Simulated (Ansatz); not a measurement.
# GaP (zincblende type): the cost of one run

Method: DFT, PBE, all-electron LAPW, scalar-relativistic, in Ansatz 0.2.0.

### 1 The structure to begin with

The structure is cubic, space group F-43m (No. 216). The conventional cell has a = 5.506 Å, b = 5.506 Å, c = 5.506 Å, α = 90.00°, β = 90.00°, γ = 90.00°. Ga (site symmetry -43m) has 4 P at 2.38 Å as nearest neighbours. P (site symmetry -43m) is surrounded by 4 Ga at 2.38 Å.

As a file:

```xyz
4
Lattice="-2.7530 2.7530 0.0000 0.0000 0.0000 5.5060 2.7530 2.7530 0.0000" Properties=species:S:1:pos:R:3 pbc="T T T"
Ga    0.0000    0.0000    0.0000
Ga    0.0000    2.7530    2.7530
P     1.3765    1.3765    1.3765
P    -1.3765    1.3765    4.1295
```

Atoms are numbered in the order of the input: Ga1, Ga2, P3, P4.

### 2 Bulk in the slab's orientation, LAPW

input.yaml

```yaml
crystal:
  lattice:
    - [-2.7529909719, 2.7529909719, 0.0]
    - [0.0, 0.0, 5.5059819439]
    - [2.7529909719, 2.7529909719, 0.0]
  atoms:
    - { symbol: Ga, position: [0.0, 0.0, 0.0] }
    - { symbol: Ga, position: [0.5, 0.5, 0.5] }
    - { symbol: P, position: [0.0, 0.25, 0.5] }
    - { symbol: P, position: [0.5, 0.75, 0.0] }
kpoints:
  mp_grid: { grid: [8, 6, 8] }
scf:
  occupations: { method: fermi_dirac, width: 0.02 }
hamiltonian:
  xc: pbe
  pseudopotentials: { kind: all_electron, lapw: { basis_error: 0.001 } }
output:
  forces: true
  stress: true
  eigenvalues: true
```

Run with:

```
$ ansatz run input.yaml --threads 2 --pin off --max-ram 4096MiB --backend cpu --events-out ev --progress --plain --runs-dir out
```

Q: Estimate wall time and peak memory on 2 threads of Intel Xeon Platinum 8488C (Sapphire Rapids), shared host.

About 35 s, with a peak of 0.59 GiB.
